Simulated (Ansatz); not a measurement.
Crystal: MgO.

```
CELL_PARAMETERS angstrom
0.00000 2.09700 2.09700
2.09700 0.00000 2.09700
2.09700 2.09700 0.00000
ATOMIC_POSITIONS crystal
Mg 0.00000 0.00000 0.00000
O 0.50000 0.50000 0.50000
```

The cell is a database's computed one.

Below is the output of Ansatz 0.2.0 for this cell. Logs are shortened: lines on timing, memory, paths and dates and some standing lists are left out, and cuts for length are marked.

```text
Warning: RAYON_NUM_THREADS=2 ignored (pool sized by the plan → 2); use --threads N
scf.n_extra_bands = 6 over 8 filled bands (N_el = 16.0): the run solves 14 bands
Engine: ansatz 0.2.0, x86_64-unknown-linux-gnu
Pseudopotentials: kind: paw
Pseudopotential: Mg, paw, valence charge 10, recommended cutoff 500 eV (meta_gga), Mg.paw.azcp
Pseudopotential: O, paw, valence charge 6, recommended cutoff 500 eV (meta_gga), O.paw.azcp
Functional definition: r2SCAN
  parameter k0 = 0.174
  parameter k1 = 0.065
  parameter a1 = 4.9479
  exchange = r2scan_x(k0 = k0, k1 = k1, a1 = a1)
  correlation = r2scan_c
Crystal: 2 atoms, lattice volume = 18.443 Å³
Basis set: ecut = 500 eV, 459 PW (Γ), exchange–correlation on 96×96×96 points (64 copies of the dense FFT grid, shifted against one another)
Bands: 14, of which v1, the nominal top of the filled ones, is band 8 counted from 1 (7 counted from 0)
Symmetry: 48 space group operations
Space group: Fm-3m (ITA 225), of the structure as read, at distance tolerance 2.6e-5 Å
k-points: 56 of 1331
Non-local potential: Mg, projectors of the file, l = 0: 3, l = 1: 2, l = 2: 1
Non-local potential: O, projectors of the file, l = 0: 2, l = 1: 2, l = 2: 1
PAW form: soft (Blöchl's): semilocal exchange-correlation on the pseudo side does not see the compensation charge
PAW frozen core: Mg, regenerated for the run's functional (the file was generated under x = pbe(κ = 0.804, μ = 0.2195149727645171), c = pbe(β = 0.06672455060314922))
PAW frozen core: O, regenerated for the run's functional (the file was generated under x = pbe(κ = 0.804, μ = 0.2195149727645171), c = pbe(β = 0.06672455060314922))
PAW one-centre angular grid: Mg, 302 points (default); XC on 224 Gauss nodes
PAW one-centre angular grid: O, 302 points (default); XC on 160 Gauss nodes
Initial density: superposition of atomic densities (neutral atoms: chi_scale 0, normalization atom), corrected by the library's trained network
Initial wavefunctions: pseudopotential atomic-orbital guess
Functional: x = r2scan, c = r2scan; τ floored in thin density (d = 2e-4 eV/Å³)
SCF iter   1: F=—  HF=-2498.249197 eV  |F-HF|=—  |Δ(HF+E_count)|=         —  Δρ=9.81e-3  dr2=1.01e-2  dr2_τ=7.27e-2  ethr=1.77e-3  ⟨swp⟩=5.8  Hψ=4437  notcnv=0  defer=20
preconditioner: auto → none  [insulator: Δε(μ)=5.676 eV  Ē_g=22.977 eV  σ=0.050 eV  W_gap=1.00  n_scr=8 (ndim 8)  ℏωp=24.5 eV  f_vac=0.000  D(μ)=0.00/eV (n_scr^D=0)  ε∞_Penn≈2.1]
SCF iter   2: F=—  HF=-2498.334411 eV  |F-HF|=—  |Δ(HF+E_count)|=   8.52e-2  Δρ=4.73e-3  dr2=1.62e-3  dr2_τ=2.30e-4  ethr=6.34e-5  ⟨swp⟩=2.1  Hψ=1900  notcnv=0  defer=82
SCF iter   3: F=—  HF=-2498.334464 eV  |F-HF|=—  |Δ(HF+E_count)|=   5.30e-5  Δρ=9.47e-4  dr2=8.33e-5  dr2_τ=1.40e-5  ethr=1.01e-5  ⟨swp⟩=2.1  Hψ=919  notcnv=0  defer=82
SCF iter   4: F=—  HF=-2498.334460 eV  |F-HF|=—  |Δ(HF+E_count)|=   3.59e-6  Δρ=2.18e-4  dr2=5.61e-6  dr2_τ=8.76e-7  ethr=5.20e-7  ⟨swp⟩=1.9  Hψ=926  notcnv=0  defer=82
iter 5 did not close the SCF: its close was put off for the readings that it lacked (scf_convergence_deferred on its scf_iter line)
SCF iter   5: F=-2498.334459 eV  HF=-2498.334459 eV  |F-HF|=7.24e-8  |Δ(HF+E_count)|=   1.53e-6  Δρ=2.87e-5  dr2=7.69e-8  dr2_τ=1.92e-8  ethr=3.51e-8  ⟨swp⟩=2.0  Hψ=900  notcnv=0  defer=82
SCF iter   6: F=-2498.334459 eV  HF=-2498.334459 eV  |F-HF|=9.49e-10  |Δ(HF+E_count)|=   9.62e-8  Δρ=8.67e-6  dr2=2.67e-9  dr2_τ=1.07e-9  ethr=4.81e-10  ⟨swp⟩=6.6  Hψ=3171  notcnv=0
SCF 1 converged in 6 iterations: F = -2498.334459 eV  dr2 = 2.67e-9
  greatest PAW one-centre occupation: 1.000 electrons in one spin orbital (limit 2), on the Mg atom at site 0 (counted from 0), in its partial waves of l = 0
NSCF: frozen V_eff on 142 k-points
SCF converged after 6 iterations
Free energy (F): -2498.334459 eV
Harris-Foulkes:  -2498.334459 eV  (|F-HF|=9.49e-10)
Internal energy: -2498.334459 eV  (E = F + TS)
E sigma→0 (E₀):  -2498.334459 eV
Fermi energy:    10.817218 eV
--- Per-component energies (eV) ---
  E_band       = -309.684695
  E_kinetic    = 256.970994
  E_local      = -1596.875906  (includes V_loc(G=0)·N_el)
  E_nonlocal   = 142.552699
  E_hartree    = 553.330044
  E_xc         = -103.366636
  E_vxc        = -149.163764  (∫ρ·V_xc dr)
  E_paw        = -455.969914  (= ΣΔE_a)
  E_vpaw       = -79.461879  (= ΣTr[D̂ρ^β])
  E_aug_tail   = 0.001063  (compensation charges beyond the density's cutoff)
  E_vtau       = 9.632789  (kinetic-family band-sum trace: ∫τ·v_τ [+ j·A + Jᵃ·Aᵃ] dr)
  E_ewald      = -1294.918655
  E_core_change = -0.058149  (= ΣΔE_core)
  E_smearing   = -0.000000  (= −TS)
  E_closure    = -0.000000  (closes the sum)
  Σ components = -2498.334459   (vs F -2498.334459, Δ=0.00e0)
--- Forces (eV/Å), atoms counted from 1 ---
  atom   1  Mg    -0.00000000     0.00000000     0.00000000
  atom   2  O      0.00000000    -0.00000000    -0.00000000
  max |Σ_I F_I| component: 2.15e-29 eV/Å
--- Stress (GPa, compression-positive) ---
        1.263939       0.000000       0.000000
        0.000000       1.263939      -0.000000
        0.000000      -0.000000       1.263939
  P = ⅓ Tr σ = 1.2639 GPa (12.639 kbar)
--- Band table (eV; the first three rows and the last of 56) ---
  k-point 0: bands = ["-66.9983", "-32.0764", "-32.0764", "-32.0764", "-10.3919", "7.8774", "7.8774", "7.8774", "13.6378", "24.7774", "24.7774", "24.7774", "28.9487", "30.6803"]
  k-point 1: bands = ["-66.9976", "-32.0837", "-32.0771", "-32.0771", "-10.3004", "7.3469", "7.8183", "7.8183", "14.1547", "23.6975", "24.9930", "24.9930", "30.1089", "30.1089"]
  k-point 2: bands = ["-66.9958", "-32.1031", "-32.0789", "-32.0789", "-10.0456", "6.1795", "7.6640", "7.6640", "15.2394", "22.2602", "25.4859", "25.4859", "29.4126", "29.4126"]
  k-point 55: bands = ["-66.9870", "-32.1308", "-32.1278", "-32.1056", "-8.8035", "4.7458", "4.9604", "6.2214", "20.2267", "20.9689", "21.4470", "25.0545", "30.5784", "31.9453"]
```

Question: Write the input and the command behind it.

Answer: Band structure with r2SCAN, no spin polarisation. The files as run (others can give the same):

input.yaml
```yaml
crystal:
  lattice:
    - [0.0, 2.0970013927, 2.0970013927]
    - [2.0970013927, 0.0, 2.0970013927]
    - [2.0970013927, 2.0970013927, 0.0]
  atoms:
    - { symbol: Mg, position: [0.0, 0.0, 0.0] }
    - { symbol: O, position: [0.5, 0.5, 0.5] }
hamiltonian:
  xc: r2scan
  pseudopotentials: { kind: paw }
kpoints:
  mp_grid: { grid: [11, 11, 11] }
  band_path:
    path:
      - [[0.0, 0.0, 0.0], [0.5, 0.0, 0.5], [0.5, 0.25, 0.75], [0.375, 0.375, 0.75], [0.0, 0.0, 0.0], [0.5, 0.5, 0.5], [0.625, 0.25, 0.625], [0.5, 0.25, 0.75], [0.5, 0.5, 0.5], [0.375, 0.375, 0.75]]
      - [[0.625, 0.25, 0.625], [0.5, 0.0, 0.5]]
    npoints: 14
scf:
  occupations: { method: fermi_dirac, width: 0.05 }
  n_extra_bands: 6
output:
  forces: true
  stress: true
  eigenvalues: true
  fatbands: true
```

Potentials or basis: Ansatz PAW.
The run is started by
```sh
$ ansatz run input.yaml --threads 2 --pin off --max-ram 5632MiB --backend cpu --events-out ev --progress --plain --runs-dir out
```

Caveat: the PAW data sets come from PBE, with cores solved anew for the run's functional, which leaves a small shift of forces and pressure.
